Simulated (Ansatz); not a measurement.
**armchair BAs nanoribbon (N = 8, H edges): bands under strain**

What gap, if any, does the armchair BAs nanoribbon (N = 8, H edges) have, and how does it change under strain?

Program: Ansatz 0.2.0. Level of theory: DFT PBE, plane waves, PAW; relaxation of a wire's period, in the first sound run; inputs show where later runs differ. Results are calculated unless marked as measured.

Report form: the programs' logs are mostly left out.

### Step 1. Set-up

The cell holds 20 atoms: 8 B, 8 As and 4 H. Cell: a = 21.480 Å, b = 7.000 Å, c = 5.880 Å, α = 90.0°, β = 90.0°, γ = 90.0°. Vacuum lies along a and b. The structure's axis is c.

### Step 2. Relaxation of atoms and period

Band widths follow the bond lengths, so the wire is relaxed first. The atoms and the third cell vector are free; the box across stays fixed as vacuum. A Fermi-Dirac smearing is set since the result may be a metal. The pressure printed is a third of the stress's trace over the whole box, vacuum included; only the stress along the axis is relaxed.

The input, input.yaml:

```yaml
crystal:
  lattice:
    - [21.48, 0.0, 0.0]
    - [0.0, 7.0, 0.0]
    - [0.0, 0.0, 5.88]
  atoms:
    - { symbol: B, position: [0.223418906, 0.5, 0.0] }
    - { symbol: B, position: [0.381464511, 0.5, 0.0] }
    - { symbol: B, position: [0.539510115, 0.5, 0.0] }
    - { symbol: B, position: [0.697555719, 0.5, 0.0] }
    - { symbol: As, position: [0.223418906, 0.5, 0.333333333] }
    - { symbol: As, position: [0.381464511, 0.5, 0.333333333] }
    - { symbol: As, position: [0.539510115, 0.5, 0.333333333] }
    - { symbol: As, position: [0.697555719, 0.5, 0.333333333] }
    - { symbol: H, position: [0.822943941, 0.5, 0.402210884] }
    - { symbol: H, position: [0.162942272, 0.5, 0.460884354] }
    - { symbol: B, position: [0.302441708, 0.5, 0.5] }
    - { symbol: B, position: [0.460487313, 0.5, 0.5] }
    - { symbol: B, position: [0.618532917, 0.5, 0.5] }
    - { symbol: B, position: [0.776578522, 0.5, 0.5] }
    - { symbol: As, position: [0.302441708, 0.5, 0.833333333] }
    - { symbol: As, position: [0.460487313, 0.5, 0.833333333] }
    - { symbol: As, position: [0.618532917, 0.5, 0.833333333] }
    - { symbol: As, position: [0.776578522, 0.5, 0.833333333] }
    - { symbol: H, position: [0.177053487, 0.5, 0.902210884] }
    - { symbol: H, position: [0.837055156, 0.5, 0.960884354] }
kpoints:
  mp_grid: { grid: [1, 1, 14] }
scf:
  occupations: { method: fermi_dirac, width: 0.05 }
hamiltonian:
  xc: pbe
relax:
  cell: { fix: [a, b, alpha, beta, gamma] }
  max_steps: 45
  f_tol: 0.03
```

The run is started by

```console
$ ansatz run input.yaml --threads 4 --pin off --max-ram 16384MiB --backend cpu --events-out ev --progress --plain --runs-dir out
```

The job ended after 77 s (4 threads of Arm Neoverse V1, shared host; peak memory 1.9 GiB).

Relaxation path:

```csv
step,energy less that of the first step (eV),largest force component (eV/Å),pressure (GPa),volume (Å³)
1,0.0000,1.0846,-0.21,884.12
2,-0.1537,0.4815,0.01,885.69
3,-0.1763,0.1059,0.11,883.25
4,-0.1773,0.0044,0.13,883.19
5*,-0.1770,0.0043,0.13,883.19
```

Relaxation steps marked * repeat the geometry before them on a plane-wave basis chosen anew for their cell, so energy and pressure can jump there.

Forces are held to the 4 operations that the run works with; a distortion that breaks them can't arise in this run.

```csv
cell as run,before,after,change
c (Å),5.880,5.874,-0.1 %
```

The atoms that moved most (Å, along periodic axes as changes of fractional coordinates times the final cell, across vacuum about the mean position):

```csv
atom,dx,dy,dz,length
As18,-0.096,0.000,-0.054,0.110
As5,0.096,0.000,-0.054,0.110
H20,-0.101,0.000,-0.039,0.108
H10,0.101,0.000,-0.039,0.108
H19,-0.041,0.000,-0.001,0.041
H9,0.041,0.000,-0.001,0.041
B11,0.025,0.000,0.020,0.032
B4,-0.025,0.000,0.020,0.032
```

Final coordinates:

```cif
data_structure
_symmetry_space_group_name_H-M 'P 1'
_symmetry_Int_Tables_number 1
_cell_length_a 21.4800
_cell_length_b 7.0000
_cell_length_c 5.8738
_cell_angle_alpha 90.000
_cell_angle_beta 90.000
_cell_angle_gamma 90.000
_cell_volume 883.19
loop_
_atom_site_label
_atom_site_type_symbol
_atom_site_fract_x
_atom_site_fract_y
_atom_site_fract_z
_atom_site_occupancy
B1 B 0.22390 0.50000 0.99947 1
B2 B 0.38167 0.50000 0.00199 1
B3 B 0.53917 0.50000 0.00288 1
B4 B 0.69640 0.50000 0.00337 1
As5 As 0.22787 0.50000 0.32422 1
As6 As 0.38208 0.50000 0.33524 1
As7 As 0.53940 0.50000 0.33576 1
As8 As 0.69714 0.50000 0.33709 1
H9 H 0.82485 0.50000 0.40211 1
H10 H 0.16765 0.50000 0.45430 1
B11 B 0.30360 0.50000 0.50337 1
B12 B 0.46083 0.50000 0.50288 1
B13 B 0.61833 0.50000 0.50199 1
B14 B 0.77610 0.50000 0.49947 1
As15 As 0.30286 0.50000 0.83709 1
As16 As 0.46060 0.50000 0.83576 1
As17 As 0.61792 0.50000 0.83524 1
As18 As 0.77213 0.50000 0.82422 1
H19 H 0.17515 0.50000 0.90211 1
H20 H 0.83235 0.50000 0.95430 1
```

Numbers from this step:

```
cell length along the wire : 5.874 Å
```

The cell's length comes to 5.874 Å with spin left out.

### Step 3. The perfect wire

This step: DFT PBE, plane waves, PAW; bands of a perfect wire (Ansatz 0.2.0).

At the relaxed period the bands are computed along the axis; those that cross an energy going forward count the channels that a perfect wire would open there.

The input, input.yaml:

```yaml
crystal:
  lattice:
    - [21.48, 0.0, 0.0]
    - [0.0, 7.0, 0.0]
    - [0.0, 0.0, 5.8738134729]
  atoms:
    - { symbol: B, position: [0.223903579, 0.5, 0.999471897] }
    - { symbol: B, position: [0.381670516, 0.5, 0.001992595] }
    - { symbol: B, position: [0.539174707, 0.5, 0.002882805] }
    - { symbol: B, position: [0.696404502, 0.5, 0.003372816] }
    - { symbol: As, position: [0.227871184, 0.5, 0.324220878] }
    - { symbol: As, position: [0.382075588, 0.5, 0.335236423] }
    - { symbol: As, position: [0.539400209, 0.5, 0.33576036] }
    - { symbol: As, position: [0.697138611, 0.5, 0.337085131] }
    - { symbol: H, position: [0.824853444, 0.5, 0.402105333] }
    - { symbol: H, position: [0.167645586, 0.5, 0.454300332] }
    - { symbol: B, position: [0.303595498, 0.5, 0.503372816] }
    - { symbol: B, position: [0.460825293, 0.5, 0.502882805] }
    - { symbol: B, position: [0.618329484, 0.5, 0.501992595] }
    - { symbol: B, position: [0.776096421, 0.5, 0.499471897] }
    - { symbol: As, position: [0.302861389, 0.5, 0.837085131] }
    - { symbol: As, position: [0.460599791, 0.5, 0.83576036] }
    - { symbol: As, position: [0.617924412, 0.5, 0.835236423] }
    - { symbol: As, position: [0.772128816, 0.5, 0.824220878] }
    - { symbol: H, position: [0.175146556, 0.5, 0.902105333] }
    - { symbol: H, position: [0.832354414, 0.5, 0.954300332] }
kpoints:
  mp_grid: { grid: [1, 1, 14] }
  band_path: { path: ["Γ", Z], npoints: 90 }
scf:
  occupations: { method: fermi_dirac, width: 0.05 }
hamiltonian:
  xc: pbe
output:
  dos: { e_range: [-5, 4] }
  write_potential: true
  write_density: true
  volumetric_format: npy
```

Elapsed: 3.6 min, on 4 threads; peak memory 4.3 GiB; 14 min of CPU time.

Numbers from this step:

| Property | Result |
| --- | --- |
| band gap | 0.8591 eV |

Electronic bands along the path, in eV, zero at the Fermi level; v1 is the highest filled band, c1 the lowest empty one:

```csv
point,v4,v3,v2,v1,c1,c2,c3,c4
Γ,-1.27,-1.14,-0.84,-0.43,0.43,0.75,1.01,1.23
halfway,-1.98,-1.73,-1.23,-1.23,1.14,1.20,1.81,2.05
Z,-2.19,-2.19,-1.58,-1.58,1.37,1.37,2.28,2.28
```

The gap is 0.859 eV, with spin left out.

On this path the gap is direct, 0.86 eV, with the valence top at Γ and the conduction bottom at Γ.

### Step 4. At a strained period, period over the relaxed period 0.96, k-mesh 1×1×11

This step: DFT PBE, plane waves, PAW; relaxation at a fixed period (Ansatz 0.2.0).

The period is set to 0.96 times the relaxed one and the atoms relax within it: strain changes bond lengths and angles, which shifts the bands against each other. Against the first PBE run of this kind, the mesh along the wire has 11 points against 14.

The cell differs from the one that the last finished run ended in (c 5.874 → 5.639 Å).

input.yaml, as its differences from that of step 3:

```diff
@@ -4,3 +4,3 @@
     - [0.0, 7.0, 0.0]
-    - [0.0, 0.0, 5.8738134729]
+    - [0.0, 0.0, 5.638860934]
   atoms:
@@ -27,3 +27,3 @@
 kpoints:
-  mp_grid: { grid: [1, 1, 14] }
+  mp_grid: { grid: [1, 1, 11] }
   band_path: { path: ["Γ", Z], npoints: 90 }
@@ -33,6 +33,6 @@
   xc: pbe
+relax:
+  max_steps: 40
+  f_tol: 0.02
 output:
-  dos: { e_range: [-5, 4] }
-  write_potential: true
-  write_density: true
-  volumetric_format: npy
+  stress: true
```

Run time: 3.7 min. Hardware: 4 threads; peak memory 4.3 GiB; 15 min of CPU time.

Relaxation path:

```csv
step,energy less that of the first step (eV),largest force component (eV/Å)
1,0.0000,0.9560
2,-0.1711,0.3817
3,-0.1998,0.0355
4,-0.2000,0.0083
```

The run keeps the 4 symmetry operations that it works with, so distortions that break them were not tested.

The atoms that moved most (Å):

```csv
atom,dx,dy,dz,length
H20,0.053,0.000,0.116,0.128
H10,-0.053,0.000,0.116,0.128
H9,0.062,0.000,-0.106,0.123
H19,-0.062,0.000,-0.106,0.123
B1,-0.094,0.000,-0.031,0.099
B14,0.094,0.000,-0.031,0.099
As18,0.095,0.000,0.023,0.098
As5,-0.095,0.000,0.023,0.098
```

The relaxed structure:

```xyz
20
Lattice="21.4800 0.0000 0.0000 0.0000 7.0000 0.0000 0.0000 0.0000 5.6389" Properties=species:S:1:pos:R:3
B     4.7155    3.5000    5.6046
B     8.1663    3.5000   -0.0044
B    11.5922    3.5000    0.0009
B    15.0128    3.5000   -0.0001
As    4.7996    3.5000    1.8511
As    8.1750    3.5000    1.9065
As   11.5983    3.5000    1.9075
As   15.0278    3.5000    1.9186
H    17.7803    3.5000    2.1617
H     3.5479    3.5000    2.6779
B     6.4672    3.5000    2.8193
B     9.8878    3.5000    2.8203
B    13.3137    3.5000    2.8150
B    16.7645    3.5000    2.7851
As    6.4522    3.5000    4.7380
As    9.8817    3.5000    4.7269
As   13.3050    3.5000    4.7259
As   16.6804    3.5000    4.6705
H     3.6997    3.5000    4.9811
H    17.9321    3.5000    5.4974
```

Numbers from this step:

| Quantity | Value |
| --- | --- |
| band gap | 0.8932 eV |

The electronic bands at the labelled points (eV, zero at the Fermi level; v1 is the highest filled band, c1 the lowest empty one):

```csv
point,v4,v3,v2,v1,c1,c2,c3,c4
Γ,-1.30,-1.13,-0.72,-0.45,0.45,0.75,1.09,1.30
halfway,-2.07,-1.72,-1.36,-1.26,1.12,1.16,1.86,2.03
Z,-2.28,-2.28,-1.70,-1.70,1.28,1.28,2.21,2.21
```

The gap is 0.893 eV, against 0.859 eV under PBE at the relaxed period.

### Step 5. At a strained period, period over the relaxed period 0.98, k-mesh 1×1×11

The period is set to 0.98 times the relaxed one and the atoms relax within it: strain changes bond lengths and angles, which shifts the bands against each other. Against the first PBE run of this kind, the mesh along the wire has 11 points against 14.

The cell differs from the one that the last finished run ended in (c 5.639 → 5.756 Å).

input.yaml, as its differences from that of step 4:

```diff
@@ -4,3 +4,3 @@
     - [0.0, 7.0, 0.0]
-    - [0.0, 0.0, 5.638860934]
+    - [0.0, 0.0, 5.7563372034]
   atoms:
```

It took 3.7 min on 4 threads; peak memory 4.3 GiB.

The steps of the relaxation:

```csv
step,energy less that of the first step (eV),largest force component (eV/Å)
1,0.0000,0.4117
2,-0.0387,0.1617
3,-0.0445,0.0185
4,-0.0445,0.0185
```

Forces are held to the 4 operations that the run works with; a distortion that breaks them can't arise in this run.

The atoms that moved most (Å):

```csv
atom,dx,dy,dz,length
H10,-0.024,0.000,0.059,0.064
H20,0.024,0.000,0.059,0.064
H9,0.030,0.000,-0.055,0.063
H19,-0.030,0.000,-0.055,0.063
B1,-0.045,0.000,-0.017,0.048
B14,0.045,0.000,-0.017,0.048
As5,-0.045,0.000,0.011,0.046
As18,0.045,0.000,0.011,0.046
```

Final coordinates:

```xyz
20
Lattice="21.4800 0.0000 0.0000 0.0000 7.0000 0.0000 0.0000 0.0000 5.7563" Properties=species:S:1:pos:R:3
B     4.7643    3.5000    5.7367
B     8.1836    3.5000    0.0048
B    11.5865    3.5000    0.0102
B    14.9837    3.5000    0.0110
As    4.8496    3.5000    1.8770
As    8.1922    3.5000    1.9375
As   11.5919    3.5000    1.9398
As   14.9989    3.5000    1.9488
H    17.7476    3.5000    2.2596
H     3.5770    3.5000    2.6742
B     6.4963    3.5000    2.8892
B     9.8935    3.5000    2.8884
B    13.2964    3.5000    2.8830
B    16.7157    3.5000    2.8585
As    6.4811    3.5000    4.8269
As    9.8881    3.5000    4.8180
As   13.2878    3.5000    4.8157
As   16.6304    3.5000    4.7552
H     3.7324    3.5000    5.1378
H    17.9030    3.5000    5.5524
```

Electronic bands along the path, in eV, zero at the Fermi level; v1 is the highest filled band, c1 the lowest empty one:

```csv
point,v4,v3,v2,v1,c1,c2,c3,c4
Γ,-1.22,-1.21,-0.78,-0.43,0.43,0.75,1.05,1.27
halfway,-2.05,-1.73,-1.30,-1.25,1.14,1.18,1.84,2.04
Z,-2.24,-2.24,-1.64,-1.64,1.33,1.33,2.25,2.25
```

The gap is 0.869 eV, against 0.859 eV under PBE at the relaxed period.

### Step 6. At a strained period, period over the relaxed period 1.02, k-mesh 1×1×11

The period is set to 1.02 times the relaxed one and the atoms relax within it: strain changes bond lengths and angles, which shifts the bands against each other. Against the first PBE run of this kind, the mesh along the wire has 11 points against 14.

The cell differs from the one that the last finished run ended in (c 5.756 → 5.991 Å).

input.yaml, as its differences from that of step 5:

```diff
@@ -4,3 +4,3 @@
     - [0.0, 7.0, 0.0]
-    - [0.0, 0.0, 5.7563372034]
+    - [0.0, 0.0, 5.9912897423]
   atoms:
```

Wall time 4.1 min (4 threads); peak memory 4.5 GiB; 16 min of CPU time.

The steps of the relaxation:

```csv
step,energy less that of the first step (eV),largest force component (eV/Å)
1,0.0000,0.3009
2,-0.0317,0.1096
3,-0.0353,0.0214
4,-0.0354,0.0012
```

The run keeps the 4 symmetry operations that it works with, so distortions that break them were not tested.

The atoms that moved most (Å):

```csv
atom,dx,dy,dz,length
H20,-0.023,0.000,-0.059,0.064
H10,0.023,0.000,-0.059,0.064
H19,0.026,0.000,0.057,0.062
H9,-0.026,0.000,0.057,0.062
B14,-0.042,0.000,0.016,0.045
B1,0.042,0.000,0.016,0.045
As18,-0.043,0.000,-0.011,0.044
As5,0.043,0.000,-0.011,0.044
```

The relaxed structure:

```xyz
20
Lattice="21.4800 0.0000 0.0000 0.0000 7.0000 0.0000 0.0000 0.0000 5.9913" Properties=species:S:1:pos:R:3
B     4.8514    3.5000    6.0043
B     8.2111    3.5000    0.0173
B    11.5768    3.5000    0.0221
B    14.9363    3.5000    0.0278
As    4.9375    3.5000    1.9312
As    8.2202    3.5000    2.0018
As   11.5816    3.5000    2.0057
As   14.9530    3.5000    2.0120
H    17.6918    3.5000    2.4658
H     3.6244    3.5000    2.6627
B     6.5437    3.5000    3.0235
B     9.9032    3.5000    3.0178
B    13.2689    3.5000    3.0129
B    16.6286    3.5000    3.0086
As    6.5270    3.5000    5.0077
As    9.8984    3.5000    5.0013
As   13.2598    3.5000    4.9975
As   16.5425    3.5000    4.9269
H     3.7882    3.5000    5.4614
H    17.8556    3.5000    5.6583
```

Electronic bands along the path, in eV, zero at the Fermi level; v1 is the highest filled band, c1 the lowest empty one:

```csv
point,v4,v3,v2,v1,c1,c2,c3,c4
Γ,-1.34,-1.08,-0.89,-0.43,0.43,0.75,0.99,1.20
halfway,-1.90,-1.73,-1.21,-1.17,1.15,1.21,1.77,2.03
Z,-2.14,-2.14,-1.51,-1.51,1.40,1.40,2.10,2.10
```

The gap is 0.863 eV, against 0.859 eV under PBE at the relaxed period.

### Step 7. Strain along the wire, period over the relaxed period 1.04, k-mesh 1×1×10

The period is set to 1.04 times the relaxed one and the atoms relax within it: strain changes bond lengths and angles, which shifts the bands against each other. Against the first PBE run of this kind, the mesh along the wire has 10 points against 14.

The cell differs from the one that the last finished run ended in (c 5.991 → 6.109 Å).

input.yaml, as its differences from that of step 6:

```diff
@@ -4,3 +4,3 @@
     - [0.0, 7.0, 0.0]
-    - [0.0, 0.0, 5.9912897423]
+    - [0.0, 0.0, 6.1087660118]
   atoms:
@@ -27,3 +27,3 @@
 kpoints:
-  mp_grid: { grid: [1, 1, 11] }
+  mp_grid: { grid: [1, 1, 10] }
   band_path: { path: ["Γ", Z], npoints: 90 }
```

Wall time 3.9 min (4 threads); peak memory 4.6 GiB.

Relaxation path:

```csv
step,energy less that of the first step (eV),largest force component (eV/Å)
1,0.0000,0.5076
2,-0.1138,0.1730
3,-0.1251,0.0445
4,-0.1252,0.0034
```

Forces are held to the 4 operations that the run works with; a distortion that breaks them can't arise in this run.

The atoms that moved most (Å):

```csv
atom,dx,dy,dz,length
H10,0.043,0.000,-0.119,0.126
H20,-0.043,0.000,-0.119,0.126
H19,0.050,0.000,0.113,0.123
H9,-0.050,0.000,0.113,0.123
B1,0.081,0.000,0.032,0.087
B14,-0.081,0.000,0.032,0.087
As18,-0.081,0.000,-0.022,0.084
As5,0.081,0.000,-0.022,0.084
```

The relaxed structure:

```cif
data_structure
_symmetry_space_group_name_H-M 'P 1'
_symmetry_Int_Tables_number 1
_cell_length_a 21.4800
_cell_length_b 7.0000
_cell_length_c 6.1088
_cell_angle_alpha 90.000
_cell_angle_beta 90.000
_cell_angle_gamma 90.000
_cell_volume 918.51
loop_
_atom_site_label
_atom_site_type_symbol
_atom_site_fract_x
_atom_site_fract_y
_atom_site_fract_z
_atom_site_occupancy
B1 B 0.22766 0.50000 0.00477 1
B2 B 0.38278 0.50000 0.00350 1
B3 B 0.53879 0.50000 0.00428 1
B4 B 0.69451 0.50000 0.00567 1
As5 As 0.23165 0.50000 0.32055 1
As6 As 0.38319 0.50000 0.33333 1
As7 As 0.53897 0.50000 0.33407 1
As8 As 0.69529 0.50000 0.33483 1
H9 H 0.82252 0.50000 0.42057 1
H10 H 0.16964 0.50000 0.43484 1
B11 B 0.30549 0.50000 0.50567 1
B12 B 0.46121 0.50000 0.50428 1
B13 B 0.61722 0.50000 0.50350 1
B14 B 0.77234 0.50000 0.50477 1
As15 As 0.30471 0.50000 0.83483 1
As16 As 0.46103 0.50000 0.83407 1
As17 As 0.61681 0.50000 0.83333 1
As18 As 0.76835 0.50000 0.82055 1
H19 H 0.17748 0.50000 0.92057 1
H20 H 0.83036 0.50000 0.93484 1
```

The electronic bands at the labelled points (eV, zero at the Fermi level; v1 is the highest filled band, c1 the lowest empty one):

```csv
point,v4,v3,v2,v1,c1,c2,c3,c4
Γ,-1.40,-1.02,-0.93,-0.44,0.44,0.76,0.97,1.17
halfway,-1.83,-1.74,-1.19,-1.11,1.15,1.21,1.74,1.99
Z,-2.09,-2.09,-1.45,-1.45,1.42,1.42,1.89,1.89
```

The gap is 0.877 eV, against 0.859 eV under PBE at the relaxed period.

### Step 8. Strain along the wire, period over the relaxed period 1.06, k-mesh 1×1×10

The period is set to 1.06 times the relaxed one and the atoms relax within it: strain changes bond lengths and angles, which shifts the bands against each other. Against the first PBE run of this kind, the mesh along the wire has 10 points against 14.

The cell differs from the one that the last finished run ended in (c 6.109 → 6.226 Å).

input.yaml, as its differences from that of step 7:

```diff
@@ -4,3 +4,3 @@
     - [0.0, 7.0, 0.0]
-    - [0.0, 0.0, 6.1087660118]
+    - [0.0, 0.0, 6.2262422813]
   atoms:
```

Elapsed: 4.1 min, on 4 threads; peak memory 4.7 GiB.

Electronic bands along the path, in eV, zero at the Fermi level; v1 is the highest filled band, c1 the lowest empty one:

```csv
point,v4,v3,v2,v1,c1,c2,c3,c4
Γ,-1.46,-1.03,-0.91,-0.45,0.45,0.77,0.96,1.13
halfway,-1.76,-1.74,-1.17,-1.05,1.15,1.21,1.71,1.94
Z,-2.04,-2.04,-1.39,-1.39,1.43,1.43,1.70,1.70
```

The gap is 0.901 eV, against 0.859 eV under PBE at the relaxed period.

### Step 9. Comparing the runs

Times are for 4 threads of Arm Neoverse V1, shared host. The runs compared:

```csv
no.,period over the relaxed period,k-mesh,free energy less the lowest (eV),pressure (GPa),band gap (eV),time,memory (GiB)
1,0.96,1×1×11,0.3079,1.371,0.8932,3.7 min,4.3
2,0.98,1×1×11,0.004754,0.7311,0.8687,3.7 min,4.3
3,1.02,1×1×11,0,-0.4286,0.8626,4.1 min,4.5
4,1.04,1×1×10,0.2724,-0.9477,0.8771,3.9 min,4.6
5,1.06,1×1×10,0.7098,-1.423,0.9012,4.1 min,4.7
```

### Step 10. What came out

```
cell length, PBE           : 5.874 Å
gap, PBE                   : 0.859 eV
gap, period scaled by 0.96 : 0.893 eV
gap, period scaled by 0.98 : 0.869 eV
gap, period scaled by 1.02 : 0.863 eV
gap, period scaled by 1.04 : 0.877 eV
gap, period scaled by 1.06 : 0.901 eV
```

**Reading.** Under PBE the cell's length is 5.87 Å, and a gap of 0.86 eV makes it a semiconductor.

[Logs are printed without paths, hosts, clocks, repeated set-up lines and the standing remarks that a program may print on its own settings, such as how far it seeks lower states.]

[Hosts, paths, dates, database ids (printed as entryN), source tags and the programs' standing remarks are cut or masked in the printed files.]
